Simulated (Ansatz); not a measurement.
Runs of Ansatz 0.2.0 on Si. The structure is cubic, space group Fd-3m (No. 227). Conventional cell: a = 5.444 Å, b = 5.444 Å, c = 5.444 Å, α = 90.00°, β = 90.00°, γ = 90.00°. Si (site symmetry -43m) is surrounded by 4 Si at 2.36 Å. 

```csv
level,cutoff (eV),share of exact exchange,gap on the mesh (eV),pressure (GPa)
PBE0,200,0.25,(a),(b)
PBE with a typed share of exact exchange,200,0.4,2.84,-0.8
PBE with a typed share of exact exchange,200,0.1,1.22,(c)
PBE,180,-,0.71,1.9
```

Alike in all rows: task single point; potentials or basis all-electron PAW datasets made for the crystal; no spin polarisation; cell as given; k mesh 4 × 4 × 4; smearing fermi-dirac 0.05 eV; the mesh is coarse, so values aren't converged.

Estimate the missing entries.

(a) 2.01; (b) 0.2; (c) 1.2.

Caveats: all runs use coarse meshes.

A k mesh can miss the band edges.
